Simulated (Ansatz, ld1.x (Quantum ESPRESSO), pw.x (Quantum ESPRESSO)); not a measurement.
# pw.x on fcc Ru: one setting changed

Potential: norm-conserving Troullier–Martins (Kleinman–Bylander form), ld1.x (Quantum ESPRESSO) 7.5, PBE; core [Kr], reference 4d7 5s1 5p0; waves: 5s (bound): rc 2.30 bohr; 5p (bound, empty): rc 4.20 bohr; 4d (bound): rc 1.40 bohr; 4f channel at 0.45 Ry: rc 3.65 bohr; local part: the f channel; core correction: Bessel-smoothed model core inside 1.15 bohr.

The reference run (k-mesh 15³, cutoffs 85/340 Ry, Fermi–Dirac 0.01 Ry, mixing_beta 0.4, conv_thr 1e-9, no spin) gives 3.07 GPa at 13.814 Å³/atom, where all-electron LAPW gives 0.83 GPa. This run, with its own iteration cap, changes nspin = 2 with starting_magnetization to -0.3.

```
&control
  calculation='scf', prefix='x', pseudo_dir='./', outdir='./tmp', tstress=.true., disk_io='none'
/
&system
  ibrav=0, nat=1, ntyp=1, ecutwfc=85, ecutrho=340, nbnd=11,
  occupations='smearing', smearing='fd', degauss=0.01, nspin=2, starting_magnetization(1)=-0.3
/
&electrons
  conv_thr=1e-09, mixing_beta=0.4, electron_maxstep=50
/
ATOMIC_SPECIES
Ru 1.0 Ru.UPF
CELL_PARAMETERS angstrom
  0.00000000 1.90442183 1.90442183
  1.90442183 0.00000000 1.90442183
  1.90442183 1.90442183 0.00000000
ATOMIC_POSITIONS crystal
Ru 0.0000 0.0000 0.0000
K_POINTS automatic
15 15 15 0 0 0
```

```bash
pw.x < Ru.scf.in > Ru.scf.out
```

How does the run end?

It converges in 10 iterations; the free energy moves by +0.0 meV/atom and the pressure by -0.01 GPa. The result is that of the reference run.

```
Message from routine setup:
     using ibrav=0 with symmetry is DISCOURAGED, use correct ibrav instead
     lattice parameter (alat)  =       5.0895  a.u.
     unit-cell volume          =      93.2215 (a.u.)^3
     number of electrons       =         8.00
     number of Kohn-Sham states=           11
     kinetic-energy cutoff     =      85.0000  Ry
     charge density cutoff     =     340.0000  Ry
     scf convergence threshold =      1.0E-09
     Exchange-correlation= PBE
     atomic species   magnetization
     number of k points=   120  Fermi-Dirac smearing, width (Ry)=  0.0100
     iteration #  1     ecut=    85.00 Ry     beta= 0.40
     total energy              =     -53.40772501 Ry
     estimated scf accuracy    <       0.19130541 Ry
     total magnetization       =    -0.78 Bohr mag/cell
     absolute magnetization    =     0.78 Bohr mag/cell
     iteration #  2     ecut=    85.00 Ry     beta= 0.40
     total energy              =     -53.44202266 Ry
     estimated scf accuracy    <       0.01021656 Ry
     total magnetization       =    -0.65 Bohr mag/cell
     absolute magnetization    =     0.65 Bohr mag/cell
     iteration #  3     ecut=    85.00 Ry     beta= 0.40
     negative rho (up, down):  9.568E-07 2.074E-06
     total energy              =     -53.44840505 Ry
     estimated scf accuracy    <       0.00347653 Ry
     total magnetization       =    -0.48 Bohr mag/cell
     absolute magnetization    =     0.48 Bohr mag/cell
     iteration #  4     ecut=    85.00 Ry     beta= 0.40
     negative rho (up, down):  3.188E-07 8.797E-07
     total energy              =     -53.45443626 Ry
     estimated scf accuracy    <       0.00025509 Ry
     total magnetization       =    -0.06 Bohr mag/cell
     absolute magnetization    =     0.09 Bohr mag/cell
     iteration #  5     ecut=    85.00 Ry     beta= 0.40
     total energy              =     -53.45456762 Ry
     estimated scf accuracy    <       0.00010625 Ry
     total magnetization       =    -0.05 Bohr mag/cell
     absolute magnetization    =     0.07 Bohr mag/cell
     iteration #  6     ecut=    85.00 Ry     beta= 0.40
     total energy              =     -53.45478389 Ry
     estimated scf accuracy    <       0.00000318 Ry
     total magnetization       =    -0.00 Bohr mag/cell
     absolute magnetization    =     0.00 Bohr mag/cell
     iteration #  7     ecut=    85.00 Ry     beta= 0.40
     total energy              =     -53.45479023 Ry
     estimated scf accuracy    <       0.00000401 Ry
     total magnetization       =    -0.01 Bohr mag/cell
     absolute magnetization    =     0.01 Bohr mag/cell
     iteration #  8     ecut=    85.00 Ry     beta= 0.40
     total energy              =     -53.45479552 Ry
     estimated scf accuracy    <       0.00000004 Ry
     total magnetization       =    -0.00 Bohr mag/cell
     absolute magnetization    =     0.00 Bohr mag/cell
     iteration #  9     ecut=    85.00 Ry     beta= 0.40
     total energy              =     -53.45479555 Ry
     estimated scf accuracy    <          4.6E-09 Ry
     total magnetization       =    -0.00 Bohr mag/cell
     absolute magnetization    =     0.00 Bohr mag/cell
     iteration # 10     ecut=    85.00 Ry     beta= 0.40
     the Fermi energy is    16.1481 ev
!    total energy              =     -53.45479556 Ry
     estimated scf accuracy    <          3.7E-10 Ry
     smearing contrib. (-TS)   =      -0.00499402 Ry
     The total energy is F=E-TS. E is the sum of the following terms:
     one-electron contribution =      14.84864797 Ry
     hartree contribution      =       2.06669722 Ry
     xc contribution           =     -29.59763210 Ry
     ewald contribution        =     -40.76751462 Ry
     total magnetization       =     0.00 Bohr mag/cell
     absolute magnetization    =     0.00 Bohr mag/cell
     convergence has been achieved in  10 iterations
          total   stress  (Ry/bohr**3)                   (kbar)     P=       30.58
     Message from routine punch:
     Nothing written, as per user request (disk_io='none')
```

The run took about 34 s on one core of a shared host (Neoverse-V2, 96 threads, 742 GiB, load 54).
